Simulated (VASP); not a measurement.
# Er (Fm-3m) in VASP: a series of runs

Runs on Er. Level: PBE. Tasks: single point.

Everything below comes from runs of VASP 6.6.1. Logs are shortened: lines on timing, memory, paths and dates and some standing lists are left out, and cuts for length are marked.

**1. Starting point**

Symmetry: Fm-3m, No. 225, cubic system. The conventional cell has a = 4.960 Å, b = 4.960 Å, c = 4.960 Å, α = 90.00°, β = 90.00°, γ = 90.00°. Er (site symmetry m-3m) has 12 Er at 3.51 Å as nearest neighbours.

This isn't the form of Er at room conditions, which is hcp.

**2. Single point, PBE, collinear spin, ferromagnetic start**

The input, INCAR:

```
SYSTEM = Er
PREC     = Accurate       ! precision mode
ENCUT    = 550            ! plane-wave cutoff, eV
EDIFF    = 1E-6           ! SCF threshold, eV
ISMEAR   = 0              ! smearing method
SIGMA    = 0.2            ! smearing width, eV
LREAL    = Auto         
LASPH    = .True.         ! aspherical terms in the spheres
NELM     = 100            ! most SCF steps
ALGO     = Normal         ! electronic algorithm
ISIF     = 2              ! what is computed and relaxed
LWAVE    = .False.        ! write WAVECAR
LCHARG   = .False.        ! write CHGCAR
ISPIN    = 2              ! spin polarisation
MAGMOM   = 3              ! initial moments
LORBIT   = 11             ! projections on sites
LMAXMIX  = 6              ! l up to which the mixer works
GGA      = PE             ! functional
ADDGRID  = .False.
```

The input, KPOINTS:

```
Automatic mesh
0
Gamma
  10 10 10
  0 0 0
```

The input, POSCAR:

```
Er
1.0
    0.0000000000      2.4798434248      2.4798434248
    2.4798434248      0.0000000000      2.4798434248
    2.4798434248      2.4798434248      0.0000000000
Er
1
Direct
    0.0000000000      0.0000000000      0.0000000000
```

Potentials or basis: VASP PAW PBE potentials, release 64 (Er_3), 4f in core.

The run is started by

```bash
$ cat potpaw_PBE.64/Er_3/POTCAR > POTCAR
$ mpirun -np 1 vasp_std > vasp.out
```

OUTCAR:

```text
SYSTEM = Er
   PREC = Accurate
   ENCUT = 550
   EDIFF = 1E-6
   ISMEAR = 0
   LREAL = Auto
   LASPH = .True.
   NELM = 100
   ISIF = 2
   ISPIN = 2
   LORBIT = 11
   GGA = PE

 Found     47 irreducible k-points:

 Following reciprocal coordinates:
            Coordinates               Weight
  0.000000  0.000000  0.000000      1.000000
  0.100000  0.000000  0.000000      8.000000
  0.200000  0.000000  0.000000      8.000000
  0.300000  0.000000  0.000000      8.000000
  0.400000  0.000000  0.000000      8.000000
  0.500000  0.000000  0.000000      4.000000
   k-points           NKPTS =     47   k-points in BZ     NKDIM =     47   number of bands    NBANDS=     10
   number of dos      NEDOS =    301   number of ions     NIONS =      1
   total plane-waves  NPLWV =  21952
   dimension x,y,z NGX =    28 NGY =   28 NGZ =   28
   dimension x,y,z NGXF=    56 NGYF=   56 NGZF=   56
   ions per type =               1
   NGX,Y,Z   is equivalent  to a cutoff of  13.27, 13.27, 13.27 a.u.
   NGXF,Y,Z  is equivalent  to a cutoff of  26.55, 26.55, 26.55 a.u.
 SYSTEM =  Er
   PREC   = accura    normal or accurate (medium, high low for compatibility)
   ISTART =      0    job   : 0-new  1-cont  2-samecut
   ICHARG =      2    charge: 1-file 2-atom 10-const
   ISPIN  =      2    spin polarized calculation?
   LNONCOLLINEAR =      F non collinear calculations
   LSORBIT =      F    spin-orbit coupling
   LASPH  =      T    aspherical Exc in radial PAW
   ENCUT  =  550.0 eV  40.42 Ry    6.36 a.u.   6.71  6.71  6.71*2*pi/ulx,y,z
   NELM   =    100;   NELMIN=  2; NELMDL= -5     # of ELM steps
   EDIFF  = 0.1E-05   stopping-criterion for ELM
   LREAL  =      T    real-space projection
   EDIFFG = 0.1E-04   stopping-criterion for IOM
   NSW    =      0    number of steps for IOM
   IBRION =     -1    ionic relax: 0-MD 1-quasi-New 2-CG
   NFREE  =      0    steps in history (QN), initial steepest desc. (CG)
   ISIF   =      2    stress and relaxation
   ISYM   =      2    0-nonsym 1-usesym 2-fastsym
   POTIM  = 0.5000    time-step for ionic-motion
   TEBEG  =    0.0;   TEEND  =   0.0 temperature during run
   PSTRESS=    0.0 pullay stress
   NELECT =       9.0000    total number of electrons
   NUPDOWN=      -1.0000    fix difference up-down
   EMIN   =  10.00;   EMAX   =-10.00  energy-range for DOS
   EFERMI =   0.00;   METHOD = LEGACY
   ISMEAR =     0;   SIGMA  =   0.20  broadening in eV -4-tet -1-fermi 0-gaus
   EFERMI_NEDOS =   21; number of points for ismear=-14 and -15
   IALGO  =     38    algorithm
   IMIX   =      4    mixing-type and parameters
     AMIX     =   0.40;   BMIX     =  1.00
     AMIX_MAG =   1.60;   BMIX_MAG =  1.00
  volume/ion in A,a.u.               =      30.50       205.83
  Fermi-wavevector in a.u.,A,eV,Ry     =   1.089904  2.059619 16.162222  1.187890
  Thomas-Fermi vector in A             =   2.226117
   LORBIT       =     11    0 simple, 1 ext, 2 COOP (PROOUT), +10 PAW based schemes
   GGA     = PE    functional components
   LHFCALC =     F    Hartree Fock is set to
   AEXX    =    0.0000 exact exchange contribution
   IVDW    =     0    specifies the selected vdW correction
   LEPSILON=     F    determine dielectric tensor
   LRPA    =     F    only Hartree local field effects (RPA)
 spin polarized calculation
 Gauss-broadening in eV      SIGMA  =   0.20
  energy-cutoff  :      550.00
  volume of cell :       30.50
 maximum number of plane-waves:       914
   NGX = 13   NGY = 13   NGZ = 13

 number of electron       9.0000000 magnetization       0.0011314

 number of electron       9.0000000 magnetization      -0.0000757

 Free energy of the ion-electron system (eV)
  ---------------------------------------------------
  ext. energy  EPLUGINS =         0.00000000
  ---------------------------------------------------
  free energy    TOTEN  =        -4.48433272 eV

  energy without entropy =       -4.45421260  energy(sigma->0) =       -4.46927266

 E-fermi :   3.0683     XC(G=0):  -9.8749

 val. band max:        3.0485849094   @ k =  -0.4000   0.2000   0.0000
 cond. band min:       3.1360169535   @ k =  -0.4000   0.2000   0.1000
 fundamental gap:      0.0874320441
 Fermi energy:         3.0683324359

 spin component 1

 k-point     1 :       0.0000    0.0000    0.0000
  band No.  band energies     occupation
      1     -21.3058      1.00000
      2     -21.3058      1.00000
      3     -21.3058      1.00000
      4      -2.4837      1.00000
      5       5.0914      0.00000
      6       5.0914      0.00000
      7       5.0914      0.00000
      8       7.4377      0.00000
      9       7.4377      0.00000
     10      12.6414      0.00000
[... 53 lines left out ...]
 k-point     6 :       0.5000    0.0000    0.0000
  band No.  band energies     occupation
      1     -21.9050      1.00000
      2     -21.3857      1.00000
      3     -21.3857      1.00000
      4       0.6638      1.00000
      5       3.7629      0.00000
      6       4.8868      0.00000
      7       4.8868      0.00000
      8       9.1915      0.00000
      9       9.1915      0.00000
     10      11.3384      0.00000

 [... further k-points ...]

 spin component 2

 k-point     1 :       0.0000    0.0000    0.0000
  band No.  band energies     occupation
      1     -21.3057      1.00000
      2     -21.3057      1.00000
      3     -21.3057      1.00000
      4      -2.4838      1.00000
      5       5.0911      0.00000
      6       5.0911      0.00000
      7       5.0911      0.00000
      8       7.4377      0.00000
      9       7.4377      0.00000
     10      12.6408      0.00000
[... 53 lines left out ...]
 k-point     6 :       0.5000    0.0000    0.0000
  band No.  band energies     occupation
      1     -21.9050      1.00000
      2     -21.3856      1.00000
      3     -21.3856      1.00000
      4       0.6635      1.00000
      5       3.7632      0.00000
      6       4.8867      0.00000
      7       4.8867      0.00000
      8       9.1914      0.00000
      9       9.1914      0.00000
     10      11.3384      0.00000

 [... further k-points ...]
[... 5 lines left out ...]
  --------------------------------------------------------------------------------------
  -------------------------------------------------------------------------------------
  Total        0.0047896      0.0047896      0.0047896      0.0000000     -0.0000000      0.0000000
  in kB        0.2515972      0.2515972      0.2515972      0.0000000     -0.0000000      0.0000000
  external PRESSURE =       0.2515972 kB  Pullay stress =       0.0000000 kB

 VOLUME and BASIS-vectors are now :
 -----------------------------------------------------------------------------
  energy-cutoff  :      550.00
  volume of cell :       30.50
      direct lattice vectors                 reciprocal lattice vectors
     0.000000000  2.479843425  2.479843425    -0.201625633  0.201625633  0.201625633
     2.479843425  0.000000000  2.479843425     0.201625633 -0.201625633  0.201625633
     2.479843425  2.479843425  0.000000000     0.201625633  0.201625633 -0.201625633

 POSITION                                       TOTAL-FORCE (eV/Angst)
 -----------------------------------------------------------------------------------
      0.00000      0.00000      0.00000         0.000000      0.000000      0.000000
 -----------------------------------------------------------------------------------
    total drift:                               -0.000000     -0.000000     -0.000000

  FREE ENERGIE OF THE ION-ELECTRON SYSTEM (eV)
  ---------------------------------------------------
  free  energy   TOTEN  =        -4.4843327221 eV

  energy  without entropy=       -4.4542126015  energy(sigma->0) =       -4.46927266

 total charge

# of ion       s       p       d       tot
------------------------------------------
    1        0.513   6.504   1.103   8.120

 magnetization (x)

# of ion       s       p       d       tot
------------------------------------------
    1       -0.000   0.000  -0.000  -0.000
```

stdout:

```text
POSCAR found type information on POSCAR Er
 POSCAR found :  1 types and       1 ions
 scaLAPACK will be used
 -----------------------------------------------------------------------------
|                                                                             |
|                                                                             |
|     You have a (more or less) 'small supercell' and for smaller cells       |
|     it is recommended to use the reciprocal-space projection scheme!        |
|     The real-space optimization is not efficient for small cells and it     |
|     is also less accurate ...                                               |
|     Therefore, set LREAL=.FALSE. in the INCAR file.                         |
|                                                                             |
 -----------------------------------------------------------------------------

 LDA part: xc-table for (Slater+PW92), standard interpolation
 POSCAR, INCAR and KPOINTS ok, starting setup
 FFT: planning ... GRIDC
 FFT: planning ... GRID_SOFT
 FFT: planning ... GRID
 WAVECAR not read
 entering main loop
```

It took 46 s on 1 thread of Intel Xeon 6975P-C (Granite Rapids), shared host; peak memory 0.18 GiB.

The run converged, but some of its settings lie outside the range that counts as converged, so its numbers aren't taken as properties of the crystal.

What came out:

```yaml
Free_energy: -4.4843 eV
Pressure: 0.0 GPa
Band_gap_on_the_k_mesh: none (metal or under the smearing width)
Net_moment: 0.00 μB per cell
Valence_electrons_inside_the_program's_atomic_spheres: Er 8.12
```

Caveat: the magnetic or orbital state may not be the lowest; spin-orbit coupling is left out, which moves the levels of the heavy elements; the 4f electrons are frozen in the core as for a trivalent ion, so they carry no moment and show no levels.

**3. Single point, PBE, collinear spin, ferromagnetic start**

INCAR is that of step 2.

KPOINTS is that of step 2.

The input, POSCAR:

```
Er
1.0
   -0.0089250000      2.4571370000      2.4791170000
    2.4542050000     -0.0023290000      2.4725200000
    2.4870360000      2.4833720000     -0.0351600000
Er
1
Direct
   -0.0043710000     -0.0077920000     -0.0181410000
```

Potentials or basis: VASP PAW PBE potentials, release 64 (Er_3), 4f in core.

The run is started by

```bash
$ cat potpaw_PBE.64/Er_3/POTCAR > POTCAR
$ mpirun -np 1 vasp_std > vasp.out
```

It took 7.1 min on 1 thread of Intel Xeon 6975P-C (Granite Rapids), shared host; peak memory 0.33 GiB.

The run converged, but some of its settings lie outside the range that counts as converged, so its numbers aren't taken as properties of the crystal.

What came out:

| Property | Result |
| --- | --- |
| Free energy | -4.4826 eV |
| Pressure | 0.0 GPa |
| Band gap on the k mesh | none (metal or under the smearing width) |
| Net moment | 0.00 μB per cell |
| Valence electrons inside the program's atomic spheres | Er 8.12 |

Caveat: the magnetic or orbital state may not be the lowest; spin-orbit coupling is left out, which moves the levels of the heavy elements; the 4f electrons are frozen in the core as for a trivalent ion, so they carry no moment and show no levels.

**4. Single point, PBE, collinear spin, ferromagnetic start**

Edit INCAR of step 3 so:

```diff
@@ -3,6 +3,6 @@
 ENCUT    = 550            ! plane-wave cutoff, eV
-EDIFF    = 1E-6           ! SCF threshold, eV
+EDIFF    = 1E-4           ! SCF threshold, eV
 ISMEAR   = 0              ! smearing method
 SIGMA    = 0.2            ! smearing width, eV
-LREAL    = Auto         
+LREAL    = .False.        ! projectors in reciprocal space
 LASPH    = .True.         ! aspherical terms in the spheres
```

KPOINTS is that of step 3.

The input, POSCAR:

```
Er
1.0
    0.0000000000      2.4798434248      2.4798434248
    2.4798434248      0.0000000000      2.4798434248
    2.4798434248      2.4798434248      0.0000000000
Er
1
Direct
    0.0000000000      0.0000000000      0.0000000000
```

The run is started by

```bash
$ cat potpaw_PBE.64/Er_3/POTCAR > POTCAR
$ mpirun -np 1 vasp_std > vasp.out
```

Run time: 19 s. Hardware: 1 thread of Intel Xeon 6975P-C (Granite Rapids), shared host; peak memory 0.18 GiB.

The run converged, but some of its settings lie outside the range that counts as converged, so its numbers aren't taken as properties of the crystal.

What came out:

| Quantity | Value |
| --- | --- |
| Free energy | -4.4841 eV |
| Pressure | 0.1 GPa |
| Band gap on the k mesh | none (metal or under the smearing width) |
| Net moment | 0.00 μB per cell |
| Valence electrons inside the program's atomic spheres | Er 8.12 |

Caveat: the magnetic or orbital state may not be the lowest; spin-orbit coupling is left out, which moves the levels of the heavy elements; the 4f electrons are frozen in the core as for a trivalent ion, so they carry no moment and show no levels.

**5. Single point, PBE, collinear spin, ferromagnetic start**

INCAR is that of step 4.

KPOINTS is that of step 4.

The input, POSCAR:

```
Er
1.0
   -0.0089250000      2.4571370000      2.4791170000
    2.4542050000     -0.0023290000      2.4725200000
    2.4870360000      2.4833720000     -0.0351600000
Er
1
Direct
   -0.0043710000     -0.0077920000     -0.0181410000
```

The run is started by

```bash
$ cat potpaw_PBE.64/Er_3/POTCAR > POTCAR
$ mpirun -np 1 vasp_std > vasp.out
```

Run time: 2.1 min. Hardware: 1 thread of Intel Xeon 6975P-C (Granite Rapids), shared host; peak memory 0.38 GiB.

The run converged, but some of its settings lie outside the range that counts as converged, so its numbers aren't taken as properties of the crystal.

What came out:

```
Free energy                                           : -4.4824 eV
Pressure                                              : 0.1 GPa
Band gap on the k mesh                                : none (metal or under the smearing width)
Net moment                                            : 0.00 μB per cell
Valence electrons inside the program's atomic spheres : Er 8.12
```

Caveat: the magnetic or orbital state may not be the lowest; spin-orbit coupling is left out, which moves the levels of the heavy elements; the 4f electrons are frozen in the core as for a trivalent ion, so they carry no moment and show no levels.

**6. Single point, PBE, collinear spin, ferromagnetic start**

Edit INCAR of step 5 so:

```diff
@@ -3,3 +3,3 @@
 ENCUT    = 550            ! plane-wave cutoff, eV
-EDIFF    = 1E-4           ! SCF threshold, eV
+EDIFF    = 1E-6           ! SCF threshold, eV
 ISMEAR   = 0              ! smearing method
```

The input, KPOINTS:

```
Automatic mesh
0
Gamma
  11 11 11
  0 0 0
```

The input, POSCAR:

```
Er
1.0
    0.0000000000      2.4798434248      2.4798434248
    2.4798434248      0.0000000000      2.4798434248
    2.4798434248      2.4798434248      0.0000000000
Er
1
Direct
    0.0000000000      0.0000000000      0.0000000000
```

Potentials or basis: VASP PAW PBE potentials, release 64 (Er_3), 4f in core.

The run is started by

```bash
$ cat potpaw_PBE.64/Er_3/POTCAR > POTCAR
$ mpirun -np 1 vasp_std > vasp.out
```

Run time: 23 s. Hardware: 1 thread of Intel Xeon 6975P-C (Granite Rapids), shared host; peak memory 0.19 GiB.

The run converged, but some of its settings lie outside the range that counts as converged, so its numbers aren't taken as properties of the crystal.

What came out:

```
Free energy                                           : -4.4866 eV
Pressure                                              : 0.0 GPa
Band gap on the k mesh                                : none (metal or under the smearing width)
Net moment                                            : 0.00 μB per cell
Valence electrons inside the program's atomic spheres : Er 8.12
```

Caveat: the magnetic or orbital state may not be the lowest; spin-orbit coupling is left out, which moves the levels of the heavy elements; the 4f electrons are frozen in the core as for a trivalent ion, so they carry no moment and show no levels.
